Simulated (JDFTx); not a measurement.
The system is Re.

```
Re
1.0
     2.76080    0.00000    0.00000
    -1.38040    2.39092    0.00000
     0.00000    0.00000    4.45820
Re
2
Direct
  0.66667 0.33333 0.75000
  0.33333 0.66667 0.25000
```

- Program: JDFTx 1.7.0 (patched build)
- Task: single point
- Functional: PBE
- Potentials or basis: PseudoDojo-SR-PBE-0.5-standard
- Cutoff: 980 eV
- Density cutoff: 7837 eV
- k mesh: 11 × 11 × 6
- Occupations: fermi-dirac, width 0.05 eV
- Spin: no spin polarisation

On this cell: pressure 5.8 GPa; largest force under 0.003 eV/Å; band gap on the k mesh none (metal or under the smearing width).

The same run follows on a disturbed copy (atoms moved at random, drawn with an rms of 0.05 Å):

```
Re
1.0
     2.76080    0.00000    0.00000
    -1.38040    2.39092    0.00000
     0.00000    0.00000    4.45820
Re
2
Direct
  0.66519 0.31579 0.76407
  0.32984 0.66561 0.24409
```

**Question.** What does the disturbed cell give?

**Answer.** The energy (extrapolated to zero smearing) moves by +11.6 meV/atom; pressure 7.3 GPa; largest force 0.557 eV/Å; band gap on the k mesh none (metal or under the smearing width).

Forces on the atoms (eV/Å):
```
Re  -0.156  0.213 -0.491
Re   0.156 -0.213  0.491
```

Stress tensor (GPa, compression positive):
```
 5.82  0.74  0.61
 0.74  7.74 -0.89
 0.61 -0.89  8.19
```
